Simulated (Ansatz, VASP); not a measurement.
# Two plane-wave programs on Rh

```
Rh
1.0
     0.00000    1.80647    1.94909
     1.80647    0.00000    1.94909
     1.80647    1.80647    0.00000
Rh
1
Direct
  0.00000 0.00000 0.00000
```

Change from the starting cell: strain -0.050 along x and y, +0.025 along z, atoms carried along.

Alike in both runs: task single point; functional PBE; k mesh 22 × 22 × 22; no spin polarisation.

|  | VASP | Ansatz |
| --- | --- | --- |
| version | VASP 6.6.1 | Ansatz 0.2.0 |
| potentials or method | VASP PAW PBE potentials, release 64 (Rh_pv) | scalar-relativistic, plane waves, PAW |
| plane-wave cutoff (eV) | 520 | 420 |
| occupations | methfessel-paxton of order 1, width 0.02 eV | cold, width 0.02 eV |
| valence electrons in the cell | 15 | 17 |

Ansatz gave:

```
gap on the k mesh at the Fermi level (eV)       : none
pressure (GPa)                                  : 33.9
largest component of the traceless stress (GPa) : 16.45
```

Q: Estimate VASP's values.

A: gap on the k mesh at the Fermi level (eV): none; pressure (GPa): 33.9; largest component of the traceless stress (GPa): 16.41.

A gap of «none» marks a metal or a gap that the smearing closes. The two sets of potentials don't hold the same shells in valence.

Caveats: so large a pressure means that the cell lies far from this level's equilibrium, or that cutoff or potentials fall short (VASP).
